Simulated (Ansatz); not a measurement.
# W (Im-3m) in Ansatz: further runs, part 2 of 2

Ansatz 0.2.0. Earlier steps stand in the parts before.

### Step 6. Electrostatic potential, LDA+D4+U

The input, run.py:

```python
import json

import ase.io
import numpy as np

import ansatz as az

atoms = ase.io.read("W.cif")
atoms.info.pop("occupancy", None)

calculation = (
    az.Crystal.from_ase(atoms)
    .calculation()
    .kpoints(12, 12, 12)
    .functional("lda", dispersion="d4")
    .pseudopotentials(kind="nc")
    .hubbard(projectors="ortho-atomic")
    .hubbard("W", "d", u_eff=6.0)
    .occupations(method="tetrahedron")
    .density()
    .potential()
    .output_files(volumetric_format="npy")
    .electron_localization_function()
    .forces()
    .stress()
)
outcome = calculation.run(threads=2, events_out="events.jsonl")

report = outcome.report
for line in open("events.jsonl"):
    event = json.loads(line)
    if event["event"] == "scf_iter":
        d = event["data"]
        print(f"SCF {d['iter']:3d}  HF = {d['harris_foulkes_ev']:.6f} eV  dr2 = {d['dr2_ev']:.2e} eV")
    elif event["event"] in ("relax_step", "md_step"):
        d = event["data"]
        print(f"{event['event']} {d['step']:3d}  E = {d['lagrangian_ev']:.6f} eV")
np.set_printoptions(precision=5, suppress=True, linewidth=110)
print("converged:", report["converged"], "after", report["n_iterations"], "iterations")
print(f"free energy {report['free_energy_ev']:.6f} eV, Fermi level {report['fermi_energy_ev']:.4f} eV")
for key in ("band_edges_ev", "magnetization_mub", "site_moments_mub", "site_moments_nc_mub", "forces_ev_ang",
                "stress_gpa", "kpoints_frac", "eigenvalues_ev"):
    if report.get(key) is not None:
        print(key, np.array(report[key]), sep="\n")
```

The input, W.cif:

```cif
data_W
_cell_length_a 2.74070194
_cell_length_b 2.74070194
_cell_length_c 2.74070194
_cell_angle_alpha 109.47122063
_cell_angle_beta 109.47122063
_cell_angle_gamma 109.47122063
_space_group_name_H-M_alt 'P1'
_space_group_name_Hall 'P 1'
_space_group_IT_number 1
loop_
_space_group_symop_operation_xyz
'x,y,z'
loop_
_atom_site_label
_atom_site_type_symbol
_atom_site_symmetry_multiplicity
_atom_site_Wyckoff_symbol
_atom_site_fract_x
_atom_site_fract_y
_atom_site_fract_z
_atom_site_occupancy
W1 W 1 a 0.0000000000 0.0000000000 0.0000000000 1
```

Potentials or basis: Ansatz NC or PseudoDojo by element.

Started as:

```
$ python run.py
```

Standard output:

```text
DeckWarning: output.forces, output.stress, relax.cell or npt_langevin: where a Kohn–Sham band that disperses or a degenerate level is filled in part under the method tetrahedron, the forces or the stress that this run publishes need not agree with its energy (scf.occupations.method in the input reference, under Limitations); prefer a smearing scheme for the forces or the stress
DeckWarning: basis.ecutwfc = 952.398519 eV, auto-derived from the records' recommended cutoffs: set by W (normal level)
DeckWarning: the engine holds no damping parameters fitted to this dispersion correction and functional, so the run takes those fitted to pbe (hamiltonian.dispersion, under Limitations)
PlacementWarning: RAYON_NUM_THREADS=2 ignored (pool sized by the plan → 2); use plan(threads=…)
SCF   1  HF = -2059.176397 eV  dr2 = 5.86e-01 eV
SCF   2  HF = -2059.269372 eV  dr2 = 4.17e-02 eV
SCF   3  HF = -2059.443182 eV  dr2 = 5.70e-03 eV
SCF   4  HF = -2059.481362 eV  dr2 = 2.67e-04 eV
SCF   5  HF = -2059.483112 eV  dr2 = 1.39e-05 eV
SCF   6  HF = -2059.483169 eV  dr2 = 1.49e-08 eV
SCF   7  HF = -2059.483169 eV  dr2 = 2.03e-11 eV
converged: True after 7 iterations
free energy -2059.483169 eV, Fermi level 22.0409 eV
magnetization_mub
0.0
forces_ev_ang
[[-0. -0. -0.]]
stress_gpa
[[-9.65433 -0.      -0.     ]
 [ 0.      -9.65433 -0.     ]
 [-0.      -0.      -9.65433]]
kpoints_frac
[[ 0.       0.       0.     ]
 [ 0.       0.       0.08333]
 [ 0.       0.       0.16667]
 [ 0.       0.       0.25   ]
 [ 0.       0.       0.33333]
 [ 0.       0.       0.41667]
 [ 0.       0.      -0.5    ]
 [ 0.       0.08333  0.08333]
 [ 0.       0.08333  0.16667]
 [ 0.       0.08333  0.25   ]
 [ 0.       0.08333  0.33333]
 [ 0.       0.08333  0.41667]
 [ 0.       0.16667  0.16667]
 [ 0.       0.16667  0.25   ]
 [ 0.       0.16667  0.33333]
 [ 0.       0.16667  0.41667]
 [ 0.       0.25     0.25   ]
 [ 0.       0.25     0.33333]
 [ 0.       0.33333  0.33333]
 [ 0.08333  0.08333  0.08333]
 [ 0.08333  0.08333  0.16667]
 [ 0.08333  0.08333  0.25   ]
 [ 0.08333  0.08333  0.33333]
 [ 0.08333  0.08333  0.41667]
 [ 0.08333  0.08333 -0.08333]
 [ 0.08333  0.16667  0.16667]
 [ 0.08333  0.16667  0.25   ]
 [ 0.08333  0.16667  0.33333]
 [ 0.08333  0.16667 -0.16667]
 [ 0.08333  0.25     0.25   ]
 [ 0.08333  0.25     0.33333]
 [ 0.08333  0.25    -0.25   ]
 [ 0.08333  0.25    -0.16667]
 [ 0.08333  0.33333 -0.33333]
 [ 0.08333  0.33333 -0.25   ]
 [ 0.08333  0.41667 -0.41667]
 [ 0.08333  0.41667 -0.33333]
 [ 0.08333  0.41667 -0.25   ]
 [ 0.08333 -0.5     -0.5    ]
 [ 0.08333 -0.5     -0.41667]
 [ 0.08333 -0.5     -0.33333]
 [ 0.08333 -0.41667 -0.41667]
 [ 0.08333 -0.41667 -0.33333]
 [ 0.16667  0.16667  0.16667]
 [ 0.16667  0.16667  0.25   ]
 [ 0.16667  0.16667  0.33333]
 [ 0.16667  0.16667 -0.16667]
 [ 0.16667  0.25     0.25   ]
 [ 0.16667  0.25    -0.25   ]
 [ 0.16667  0.33333 -0.33333]
 [ 0.16667  0.33333 -0.25   ]
 [ 0.16667  0.41667 -0.41667]
 [ 0.16667  0.41667 -0.33333]
 [ 0.16667 -0.5     -0.5    ]
 [ 0.16667 -0.5     -0.41667]
 [ 0.16667 -0.5     -0.33333]
 [ 0.16667 -0.41667 -0.41667]
 [ 0.25     0.25     0.25   ]
 [ 0.25     0.25    -0.25   ]
 [ 0.25     0.33333 -0.33333]
 [ 0.25     0.41667 -0.41667]
 [ 0.25     0.41667 -0.33333]
 [ 0.25    -0.5     -0.5    ]
 [ 0.25    -0.5     -0.41667]
 [ 0.25    -0.41667 -0.41667]
 [ 0.33333  0.33333 -0.33333]
 [ 0.33333  0.41667 -0.41667]
 [ 0.33333 -0.5     -0.5    ]
 [ 0.33333 -0.5     -0.41667]
 [ 0.41667  0.41667 -0.41667]
 [ 0.41667 -0.5     -0.5    ]
 [-0.5     -0.5     -0.5    ]]
eigenvalues_ev
[[-51.93265 -15.48467 -15.48467 -15.48467  12.57875  20.37441  20.37441  20.37441  25.2714   25.2714
   36.774  ]
 [-51.92375 -15.57891 -15.51439 -15.48514  12.91312  20.17558  20.33383  20.70099  24.96372  25.27535
   37.04822]
 [-51.90011 -15.83026 -15.59449 -15.48646  13.81948  19.6746   20.19122  21.65564  24.47952  25.31954
   37.50989]
 [-51.86957 -16.16023 -15.7013  -15.48833  14.95282  19.06882  20.12568  23.15764  24.36594  25.4635
   37.00251]
 [-51.8411  -16.4765  -15.80509 -15.49029  15.69002  18.53118  20.74976  24.597    25.03613  25.72336
   35.525  ]
 [-51.82125 -16.70052 -15.8791  -15.49178  15.83221  18.1713   22.11455  24.81471  26.01538  26.88974
   34.1288 ]
 [-51.81421 -16.78108 -15.90576 -15.49234  15.81098  18.04562  22.97675  24.81275  26.15277  27.77812
   33.1411 ]
 [-51.90749 -15.75203 -15.54691 -15.5081   13.53937  19.92969  20.08065  21.40185  24.51251  25.36593
   37.51218]
 [-51.88043 -16.03073 -15.64317 -15.51885  14.6075   19.39851  19.85155  22.71051  24.15616  25.55345
   37.79999]
 [-51.85099 -16.33622 -15.76391 -15.52321  15.6376   18.82589  19.98764  24.19421  24.5295   25.77783
   36.37375]
 [-51.82659 -16.59137 -15.86732 -15.52623  16.05191  18.38313  20.97134  24.55135  25.95201  26.54372
   34.62632]
 [-51.8126  -16.73569 -15.92596 -15.52789  16.05622  18.14678  22.17874  24.71195  26.1968   28.09324
   33.04776]
 [-51.85454 -16.26795 -15.73777 -15.56483  15.68505  19.23368  19.29984  23.95718  24.42257  25.89024
   37.01399]
 [-51.82906 -16.47964 -15.8762  -15.58566  16.4897   18.76694  19.6579   24.14356  25.88599  26.70425
   35.06568]
 [-51.80963 -16.62477 -15.9904  -15.59448  16.65422  18.44929  20.71171  24.49787  25.99769  28.73787
   32.9852 ]
 [-51.80208 -16.67659 -16.03365 -15.59709  16.63059  18.34451  21.32601  24.60131  26.11867  29.799
   31.85245]
 [-51.80823 -16.55132 -16.04432 -15.62386  17.03763  18.87885  19.70096  24.38473  25.86008  29.03099
   33.02054]
 [-51.79463 -16.55658 -16.1858  -15.6389   17.15232  18.85185  20.22316  24.7499   25.7548   30.90784
   31.38658]
 [-51.78848 -16.39669 -16.39669 -15.65208  17.30451  19.54945  19.54945  25.29763  25.29763  30.241
   33.50347]
 [-51.88867 -15.99139 -15.55359 -15.55359  14.36605  19.52189  19.52189  22.72125  24.93953  24.93953
   37.9765 ]
 [-51.86361 -16.25315 -15.67393 -15.56292  15.49265  18.92313  19.26679  24.49895  24.76888  25.37645
   37.77237]
 [-51.83799 -16.48592 -15.81645 -15.57246  16.3072   18.43356  19.6854   24.87718  25.76422  26.59447
   35.86169]
 [-51.81725 -16.647   -15.92697 -15.57959  16.44677  18.12079  20.91312  25.06755  26.06924  28.53649
   33.15944]
 [-51.80883 -16.70497 -15.9681  -15.58223  16.41522  18.01381  21.64908  25.11839  26.19379  29.43397
   31.99334]
 [-51.91452 -15.6102  -15.54449 -15.54449  13.24535  20.32914  20.32914  20.68478  24.31114  25.60998
   37.82179]
 [-51.84231 -16.43662 -15.76681 -15.63242  16.57348  18.71838  18.75209  24.96133  25.70032  26.68709
   36.30708]
 [-51.81982 -16.55145 -15.92423 -15.66242  17.08929  18.36738  19.42722  25.16602  26.00818  28.92447
   33.3849 ]
 [-51.80396 -16.59804 -16.0411  -15.67486  17.07069  18.18257  20.49756  25.34155  26.15407  30.56406
   31.24828]
 [-51.89003 -15.8352  -15.62558 -15.56119  14.14847  19.94934  20.25948  21.54133  23.55833  25.85574
   38.28704]
[... 43 lines left out ...]
   36.06068]
 [-51.78728 -16.6041  -16.00632 -15.73275  17.10611  19.48055  20.46112  22.92529  26.57136  27.17489
   34.07823]
 [-51.77955 -16.48843 -16.07181 -15.80661  17.7467   19.3576   20.39788  22.59591  25.30612  27.24214
   34.97238]
 [-51.7827  -16.67434 -16.03408 -15.72922  17.04312  19.37064  20.8357   22.78777  27.51227  28.27545
   32.65905]
 [-51.77012 -16.59511 -16.13973 -15.80196  17.69263  19.62955  20.12852  22.78918  26.40817  29.30992
   32.77032]
 [-51.76478 -16.51791 -16.24052 -15.81704  18.37683  18.89051  20.12681  23.45174  25.33966  29.6224
   33.12668]
 [-51.7596  -16.50955 -16.32547 -15.81678  18.45416  19.3692   19.38483  23.95527  25.55849  31.38951
   31.92447]
 [-51.78865 -16.15752 -16.15752 -16.15752  18.70641  18.70641  18.70641  26.31995  26.31995  28.73625
   34.48631]
 [-51.79695 -16.17482 -15.93697 -15.93697  17.32374  20.25141  21.10476  21.10476  22.9809   26.19727
   36.65741]
 [-51.77072 -16.35008 -16.04939 -15.97724  18.09103  19.35886  21.19763  21.94441  24.41023  26.19831
   36.61755]
 [-51.75659 -16.51497 -16.12928 -15.9648   18.07714  19.24154  21.02338  22.26283  26.27943  27.63091
   34.49867]
 [-51.75072 -16.43619 -16.18548 -16.01616  18.50098  18.69073  21.34749  22.80441  25.23399  27.33512
   35.4866 ]
 [-51.7525  -16.57679 -16.15798 -15.95779  17.92196  19.38382  20.94552  22.16458  27.25814  29.50746
   32.2214 ]
 [-51.74118 -16.50216 -16.27254 -16.01103  18.23356  18.75676  21.01985  23.42862  26.21242  29.80766
   32.76094]
 [-51.73555 -16.4195  -16.4195  -16.01147  18.43037  18.43037  20.77322  25.19558  25.19558  31.49248
   32.73372]
 [-51.74455 -16.33191 -16.1655  -16.1655   18.45153  18.62449  22.56953  22.56953  24.64644  26.32314
   37.53275]
 [-51.729   -16.43047 -16.24772 -16.18759  18.07726  18.31523  22.97854  23.20799  26.03874  27.87937
   34.4771 ]
 [-51.72401 -16.48311 -16.27719 -16.17834  17.87932  18.2289   22.99592  23.30521  27.01455  30.20167
   31.70629]
 [-51.71755 -16.43436 -16.35482 -16.2053   17.81214  17.94255  23.03196  24.92799  26.27112  30.04345
   32.45788]
 [-51.71073 -16.38434 -16.33129 -16.33129  17.59782  17.74721  24.83048  24.83048  26.14227  28.63837
   33.186  ]
 [-51.70445 -16.41566 -16.36114 -16.33483  17.44036  17.49791  25.29335  25.44681  26.84232  30.45444
   31.05628]
 [-51.69761 -16.39108 -16.39108 -16.39108  17.24838  17.24838  26.78049  26.78049  26.78049  30.50443
   30.50443]]
```

Run time: 3.8 s. Hardware: 2 threads of Arm Neoverse N1, shared host; peak memory 0.44 GiB.

Results:

- Free energy: -2059.4832 eV
- Pressure: -9.7 GPa
- Band gap on the k mesh: none (metal or under the smearing width)

Eigenvalues of the final occupation matrices:
| site | spin | trace | eigenvalues |
| --- | --- | --- | --- |
| site 1 | 1 | 2.50 | 0.35 0.35 0.60 0.60 0.60 |

Caveat: U without spin polarisation on a metal has little footing; pairwise dispersion overbinds metals, which lowers pressure and volume; the U is typed as a test and isn't derived for this compound; with tetrahedron occupations forces and stress needn't match the slope of the energy; the dispersion damping was fitted for another functional or another form of the correction.

### Step 7. The runs side by side

| task | level | potentials or basis | spin | U | cell | k mesh | cutoff (eV) | smearing | driver | optimizer | fmax | steps | filter | other keys | gap on the mesh (eV) | pressure (GPa) | moment (μB) | relaxed volume (Å³/atom) |
| --- | --- | --- | --- | --- | --- | --- | --- | --- | --- | --- | --- | --- | --- | --- | --- | --- | --- | --- |
| single point | SVWN5 | Ansatz NC or PseudoDojo by element | collinear, ferromagnetic start | - | as given | 12 × 12 × 12 | 952 | cold 0.025 eV | calculator | - | - | - | - | - | - | -10.2 | 0.00 | - |
| single point | SVWN5 | PseudoDojo standard (LDA files) | collinear, ferromagnetic start | - | as given | 12 × 12 × 12 | 952 | cold 0.025 eV | - | - | - | - | - | - | none | -10.2 | 0.00 | - |
| relaxation of cell and atoms | PBE+D4 | Ansatz PAW polarizable | off | - | relaxed | 10 × 10 × 10 | 420 | fermi-dirac 0.15 eV | calculator | FIRE | 0.01 | 30 | FrechetCellFilter | - | - | 0.0 | - | 15.81 |
| relaxation of cell and atoms | PBE+D3(BJ) | Ansatz PAW accurate | off | - | relaxed | 10 × 10 × 10 | 880 | gaussian 0.05 eV | calculator | FIRE | 0.01 | 30 | FrechetCellFilter | - | - | -0.1 | - | 15.79 |
| electrostatic potential | LDA+D4+U | Ansatz NC or PseudoDojo by element | off | W d U = 6 eV | as given | 12 × 12 × 12 | 952 | tetrahedron | chain | - | - | - | - | hamiltonian.xc = lda | none | -9.7 | - | - |

Caveats: the thresholds are loose for stress (some runs); the starting moments weren't kept (some runs); the potentials were made for another functional, which shifts forces and pressure (some runs); U without spin polarisation on a metal has little footing (some runs); pairwise dispersion overbinds metals, which lowers pressure and volume (some runs); the U is typed as a test and isn't derived for this compound (some runs); with tetrahedron occupations forces and stress needn't match the slope of the energy (some runs).

Total energies depend on the potentials used, so only differences within one code and one set of settings carry meaning.
